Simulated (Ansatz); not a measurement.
Field gradients of SiO₂ from run to run

Cell of run 1: an entry of the Crystallography Open Database (COD), atoms as given.

Space group Pbcn (No. 60); a = 4.0970, b = 5.0462, c = 4.4946 Å.

```
site  Wyckoff  site symmetry       x       y       z
  Si       4c            .2.  0.0000  0.1522  0.2500
   O       8d              1  0.7336  0.6245  0.9186
```

One atom of each set is listed.

Relaxed positions (PBE, cell held):

Si (0.0000, 0.1524, 0.2500)
O (0.7316, 0.6172, 0.9200)

All runs are DFT with Ansatz 0.2.0 (plane waves and PAW, scalar-relativistic unless spin–orbit coupling is named, Γ-centred meshes, Fermi–Dirac smearing where given) in this cell.

Run 1: PBE, atoms as given; 420 eV, 5×4×5 k-points, smearing 0.02 eV.
Run 2: PBE, atoms relaxed; 420 eV, 5×4×5 k-points, smearing 0.02 eV.
Run 3: r2SCAN, at the relaxed atoms; 500 eV, 5×4×5 k-points, smearing 0.02 eV.

Task: What does each run give, and what moves the gradients most?

Result: 

| run | Si V_zz (η) | O V_zz (η) |
| --- | --- | --- |
| 1 | 0.94 (0.49) | -11.68 (0.46) |
| 2 | -1.03 (0.72) | -11.54 (0.40) |
| 3 | -1.04 (0.70) | -11.69 (0.40) |

V_zz in 10²¹ V/m². Against run 1, the gradient tensors on these sites move by at most 0.46 in run 2 (O), 0.47 in run 3 (O). Taken one at a time, the positions of the atoms (as given or relaxed) move the tensors on these sites by up to 0.46 (largest principal value of the change, on O), the functional (r2SCAN with its higher cutoff) by 0.15 (O). On some sites the largest principal value moves to another axis from run to run, and the sign of V_zz can flip with it.

In run 1 the atoms aren't at the calculated equilibrium (largest force 1.00 eV/Å). The cell isn't the equilibrium one in runs 1, 2 (calculated pressure 6, 6 GPa), and the entry's cell may itself be off.
